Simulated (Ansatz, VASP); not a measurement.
# La in VASP and in Ansatz

```
La
1.0
    -2.11025    2.11025    2.11025
     2.11025   -2.11025    2.11025
     2.11025    2.11025   -2.11025
La
1
Cartesian
  0.0000 0.0000 0.0000
```

Alike in both runs: functional PBE; k mesh 13 × 13 × 13; occupations fermi-dirac, width 0.08 eV; no spin polarisation.

Ansatz relaxed the structure, and its values are those at the end. VASP's run is a single point on that final structure, the one shown.

```csv
,VASP,Ansatz
version,VASP 6.6.1,Ansatz 0.2.0
potentials or method,"VASP PAW PBE potentials, release 64 (La)","PAW with Ansatz's default frozen-core files, scalar-relativistic"
plane-wave cutoff (eV),520,420
valence electrons in the cell,11,11
```

VASP gave:

| Property | Result |
| --- | --- |
| pressure (GPa) | 0.3 |

Problem. What did Ansatz give for the same quantities?

Solution. Pressure (GPa): 0.2.

The runs have no spin-orbit coupling, so splittings on La are missing.
